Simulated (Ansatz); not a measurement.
# Pt (P-1) in Ansatz: reference runs

How does Pt come out in PBE? The cell is run as given.

Everything below comes from runs of Ansatz 0.2.0. Logs are shortened: lines on timing, memory, paths and dates and some standing lists are left out, and cuts for length are marked.

## 1. The cell of the first run

The typed cell holds 2 atoms: a = 2.744 Å, b = 2.744 Å, c = 4.481 Å, α = 90.00°, β = 90.00°, γ = 109.47°.

This isn't the form of Pt at room conditions, which is fcc.

## 2. Single point, PBE (atom 2 moved 0.45 Å)

The input, input.yaml:

```yaml
crystal:
  lattice:
    - [-1.58422, 1.58422, 1.58422]
    - [1.58422, -1.58422, 1.58422]
    - [3.16844, 3.16844, 0.0]
  atoms:
    - { symbol: Pt, position: [0.00586614, 0.00844606, 0.95005859] }
    - { symbol: Pt, position: [0.49413386, 0.49155394, 0.54994141] }
kpoints:
  mp_grid: { grid: [10, 10, 6] }
scf:
  occupations: { method: fermi_dirac, width: 0.05 }
hamiltonian:
  xc: pbe
  pseudopotentials: { kind: all_electron, lapw: { basis_error: 0.001 } }
output:
  forces: true
  stress: true
  eigenvalues: true
  populations: true
```

Potentials or basis: all-electron LAPW, scalar-relativistic.

The run is started by

```
> ansatz run input.yaml --threads 2 --pin off --max-ram 6144MiB --backend cpu --events-out ev --progress --plain --runs-dir out
```

Output:

```text
Warning: RAYON_NUM_THREADS=2 ignored (pool sized by the plan → 2); use --threads N
Pt: projections on atomic orbitals take those of the free atom 1s2 2s2 2p6 3s2 3p6 3d10 4s2 4p6 4d10 4f14 5s2 5p6 5d9 6s1, of charge +0.00 (hamiltonian.pseudopotentials.projection_atoms)
LAPW: plane waves up to 10.213 Å⁻¹, error target 1.0e-3 eV per atom; small_component_spin mean_spin; Pt in spheres of 1.181 Å, 48 of its electrons in bands, Dirac shells [] (how accurate: hamiltonian.pseudopotentials.lapw.basis_error, Limitations)
Engine: ansatz 0.2.0, aarch64-unknown-linux-gnu
Pseudopotentials: kind: all_electron
Pseudopotential: Pt, LAPW, valence charge 48, lapw/all_electron/scalar/gaussian/Pt, Koelling and Harmon's equation, gaussian nucleus
Functional definition: PBE
  parameter kappa = 0.804
  parameter beta = 0.06672455060314922
  exchange = pbe_x(kappa = kappa, mu = beta*pi^2/3)
  correlation = pbe_c(beta = beta)
Crystal: 2 atoms, lattice volume = 31.808 Å³
Basis set: ecut = 397.4185479922772 eV, 609 PW (Γ), exchange–correlation at level 2
Bands: 58, of which v1, the nominal top of the filled ones, is band 48 counted from 1 (47 counted from 0)
Symmetry: 2 space group operations
Space group: P-1 (ITA 2), of the structure as read, at distance tolerance 3.2e-5 Å
k-points: 304 of 600
Non-local potential: Pt, projectors of the file, none
Initial density: superposition of atomic densities (chi_scale 0.1, normalization cell)
Initial wavefunctions: plane waves of lowest kinetic energy (no species holds an atomic orbital)
Functional: x = pbe(κ = 0.804, μ = 0.2195149727645171), c = pbe(β = 0.06672455060314922)
iter 1 solved again at ethr=7.72e-4 eV; its pass at ethr=1.00e-1 eV (dr2=7.41e-1 eV) is discarded
SCF iter   1: F=—  HF=-1001913.827232 eV  |F-HF|=—  |Δ(HF+E_count)|=         —  Δρ=5.36e-2  dr2=7.42e-1  ethr=7.72e-4  ⟨swp⟩=2.1  Hψ=104014  notcnv=0
preconditioner: auto → LDOS  [metal: Δε(μ)=0.005 eV  Ē_g=15.741 eV  σ=0.050 eV  W_gap=0.03  n_scr=22 (ndim 8)  ℏωp=29.4 eV  f_vac=0.130  D(μ)=2.30/eV (n_scr^D=22)  β→1.0]
SCF iter   2: F=—  HF=-1001913.378833 eV  |F-HF|=—  |Δ(HF+E_count)|=   4.48e-1  Δρ=1.80e-2  dr2=2.17e-1  ethr=7.72e-4  ⟨swp⟩=3.0  Hψ=54783  notcnv=0
SCF iter   3: F=—  HF=-1001913.255897 eV  |F-HF|=—  |Δ(HF+E_count)|=   1.23e-1  Δρ=9.49e-3  dr2=4.44e-2  ethr=2.26e-4  ⟨swp⟩=3.0  Hψ=55239  notcnv=0
iter 4 solved again at ethr=2.27e-6 eV; its pass at ethr=4.62e-5 eV (dr2=2.18e-3 eV) is discarded
SCF iter   4: F=—  HF=-1001913.222063 eV  |F-HF|=—  |Δ(HF+E_count)|=         —  Δρ=2.61e-3  dr2=2.18e-3  ethr=2.27e-6  ⟨swp⟩=2.0  Hψ=89151  notcnv=0
the basis was enlarged: its passes take 815.1 KiB over the memory plan, 2 of 2 planned eigensolver slots
SCF iter   5: F=—  HF=-1001913.220961 eV  |F-HF|=—  |Δ(HF+E_count)|=   1.10e-3  Δρ=4.26e-4  dr2=4.34e-5  ethr=2.27e-6  ⟨swp⟩=2.0  Hψ=50609  notcnv=0
SCF iter   6: F=—  HF=-1001913.220921 eV  |F-HF|=—  |Δ(HF+E_count)|=   4.04e-5  Δρ=1.33e-4  dr2=4.34e-6  ethr=4.52e-8  ⟨swp⟩=2.0  Hψ=50608  notcnv=0
SCF iter   7: F=—  HF=-1001913.220924 eV  |F-HF|=—  |Δ(HF+E_count)|=   3.17e-6  Δρ=3.20e-5  dr2=1.64e-7  ethr=4.52e-9  ⟨swp⟩=3.0  Hψ=52782  notcnv=0
SCF iter   8: F=-1001913.220924 eV  HF=-1001913.220924 eV  |F-HF|=1.51e-9  |Δ(HF+E_count)|=   2.74e-7  Δρ=4.42e-6  dr2=4.37e-9  ethr=1.71e-10  ⟨swp⟩=3.0  Hψ=53531  notcnv=0
SCF 1 converged in 8 iterations: F = -1001913.220924 eV  dr2 = 4.37e-9
SCF converged after 8 iterations
Free energy (F): -1001913.220924 eV
Harris-Foulkes:  -1001913.220924 eV  (|F-HF|=1.51e-9)
Internal energy: -1001913.200912 eV  (E = F + TS)
E sigma→0 (E₀):  -1001913.210918 eV
Entropy (-TS):   -0.020012 eV (-10.006 meV/atom)
Fermi energy:    27.052267 eV
--- Per-component energies (eV) ---
  E_band       = -12623.191881
  E_kinetic    = 1137792.203669
  E_xc         = -19389.720070
  E_electrostatic = -2120315.684512  (all electrons and nuclei)
  E_smearing   = -0.020012  (= −TS)
  E_closure    = -0.000000  (closes the sum)
  E_atoms      = -1001902.435662  (free atoms, spherical and without spin; not in F)
  Σ components = -1001913.220924   (vs F -1001913.220924, Δ=0.00e0)
  Basis errors (estimates in eV, not in F): energy 3.9e-4 per atom: plane waves 3.5e-4 (1.9e-4 summed), levels above the bands 6.9e-183, relativity 8.0e-8, radial functions 3.8e-5, core shells 1.7e-7; eigenvalues (radial functions only) 2.4e-6; not estimated: angular momenta, meshes, grids; target (lapw.basis_error) 1.0e-3; muffin-tin radii Pt 1.181 Å
--- Forces (eV/Å), atoms counted from 1 ---
  atom   1  Pt     4.44244448     4.42746596    -0.65043574
  atom   2  Pt    -4.44244448    -4.42746596     0.65043574
  max |Σ_I F_I| component: 0.00e0 eV/Å
--- Stress (GPa, compression-positive) ---
       24.946316      12.472804      -4.383334
       12.472804      24.739628      -4.298323
       -4.383334      -4.298323      33.456744
  P = ⅓ Tr σ = 27.7142 GPa (277.142 kbar)
--- Band table (eV; the first three rows and the last of 304) ---
  k-point 0: bands = ["-488.7895", "-488.7895", "-488.7748", "-488.7748", "-488.7231", "-488.7231", "-276.1181", "-276.1180", "-276.0631", "-276.0631", "-276.0580", "-276.0580", "-276.0232", "-276.0232", "-276.0059", "-276.0059", "-71.3764", "-71.2823", "-39.8600", "-39.8506", "-39.8371", "-39.8353", "-39.8125", "-39.8071", "-39.7773", "-39.7763", "-39.7705", "-39.7697", "-39.7546", "-39.7544", "-39.7539", "-39.7498", "-26.0053", "-25.7342", "-25.3271", "-25.3122", "-25.2917", "-25.2913", "17.1924", "19.7423", "21.3037", "22.3271", "23.1197", "23.5965", "25.6290", "25.6853", "25.7226", "25.8205", "28.0994", "28.3405", "31.9967", "40.0220", "43.0660", "43.9648", "44.2687", "45.5347", "50.1228", "52.0731"]
  k-point 1: bands = ["-488.7895", "-488.7895", "-488.7748", "-488.7748", "-488.7231", "-488.7231", "-276.1181", "-276.1180", "-276.0631", "-276.0631", "-276.0580", "-276.0580", "-276.0232", "-276.0232", "-276.0059", "-276.0059", "-71.3760", "-71.2827", "-39.8599", "-39.8507", "-39.8370", "-39.8354", "-39.8125", "-39.8071", "-39.7773", "-39.7763", "-39.7705", "-39.7697", "-39.7546", "-39.7544", "-39.7539", "-39.7499", "-25.9943", "-25.7310", "-25.3323", "-25.3122", "-25.3015", "-25.2917", "17.4265", "19.7748", "21.3438", "22.4422", "23.1089", "23.5331", "25.1266", "25.6321", "25.7765", "25.8176", "27.1368", "28.0496", "33.6287", "40.3413", "43.7788", "44.1087", "44.6601", "45.7618", "50.0486", "50.8510"]
  k-point 2: bands = ["-488.7895", "-488.7895", "-488.7748", "-488.7748", "-488.7231", "-488.7231", "-276.1181", "-276.1180", "-276.0631", "-276.0631", "-276.0580", "-276.0580", "-276.0232", "-276.0232", "-276.0059", "-276.0059", "-71.3750", "-71.2837", "-39.8598", "-39.8508", "-39.8370", "-39.8354", "-39.8124", "-39.8072", "-39.7773", "-39.7763", "-39.7705", "-39.7697", "-39.7545", "-39.7544", "-39.7539", "-39.7499", "-25.9713", "-25.7243", "-25.3478", "-25.3181", "-25.3122", "-25.2916", "18.0218", "19.7976", "21.4311", "22.6901", "22.9415", "23.4005", "24.1370", "25.6367", "25.7274", "25.7814", "26.2550", "27.4569", "36.2975", "41.1793", "44.1715", "45.5588", "45.7990", "45.9594", "49.0625", "49.1620"]
  k-point 303: bands = ["-488.7895", "-488.7895", "-488.7748", "-488.7748", "-488.7231", "-488.7231", "-276.1181", "-276.1180", "-276.0631", "-276.0631", "-276.0580", "-276.0580", "-276.0232", "-276.0232", "-276.0059", "-276.0059", "-71.3419", "-71.2649", "-39.8611", "-39.8525", "-39.8368", "-39.8353", "-39.8107", "-39.8062", "-39.7754", "-39.7744", "-39.7726", "-39.7722", "-39.7559", "-39.7556", "-39.7531", "-39.7503", "-25.9362", "-25.8042", "-25.7652", "-25.5510", "-25.4729", "-25.3473", "20.5401", "20.7084", "20.9546", "21.6696", "23.4238", "25.0709", "25.9140", "25.9719", "26.9459", "27.8960", "30.5864", "32.4274", "33.7512", "34.1499", "37.5822", "40.6226", "42.0074", "42.9374", "44.4937", "46.8224"]
--- Löwdin populations: 2 sites ---
  site symbol       q [e]
     0     Pt     77.8620
     1     Pt     77.8620
  spilling = 0.001769 (of n_electrons = 156.000000)
```

Run time: 87 s. Hardware: 2 threads of Arm Neoverse V2, shared host; peak memory 1.5 GiB.

Results:

- Free energy: -1001913.2209 eV
- Pressure: 27.7 GPa
- Largest force: 6.306 eV/Å
- Band gap on the k mesh: none (metal or under the smearing width)

Forces on the atoms (eV/Å):
```
Pt   4.442  4.427 -0.650
Pt  -4.442 -4.427  0.650
```

Caveat: so large a pressure means that the cell lies far from this level's equilibrium, or that cutoff or potentials fall short; forces of over 1 eV/Å show positions far from the minimum, so gaps and moduli don't describe the material at rest. Spin-orbit coupling is left out, which matters for the levels of Pt.
